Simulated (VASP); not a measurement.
A run of VASP 6.6.1:

The input INCAR:

```
PREC = Accurate ; ENCUT = 600
EDIFF = 1E-8 ; ISMEAR = 0
SIGMA = 0.03 ; LREAL = F
LASPH = T ; NELM = 80
ALGO = Normal ; ISIF = 2
LWAVE = F ; LCHARG = F
GGA = CA ; LEPSILON = T
```

Contents of KPOINTS:

```
regular mesh
0
Monkhorst-Pack
  16 16 16
```

The input POSCAR:

```
NaF                                     
1.0
    0.0000000000      2.2324619511      2.2324619511
    2.2324619511      0.0000000000      2.2324619511
    2.2324619511      2.2324619511      0.0000000000
  Na              F             
     1     1
Direct
     0.0000000000000000    0.0000000000000000    0.0000000000000000
     0.5000000000000000    0.5000000000000000    0.5000000000000000
```

Potentials or basis: VASP PAW LDA potentials, release 64 (Na_pv, F).

Run with:

```console
$ cat potpaw_LDA.64/Na_pv/POTCAR potpaw_LDA.64/F/POTCAR > POTCAR
$ mpirun -np 1 vasp_std > vasp.out
```

Hardware: 1 thread of Intel(R) Xeon(R) Platinum 8375C CPU @ 2.90GHz (Ice Lake), with other jobs on the host.

**Question.** Estimate the wall time of this run.

**Answer.** It took 34 min on 1 thread of Intel(R) Xeon(R) Platinum 8375C CPU @ 2.90GHz (Ice Lake), with other jobs on the host, peak memory 0.82 GiB. Counts: scf iterations 102, k points 408.
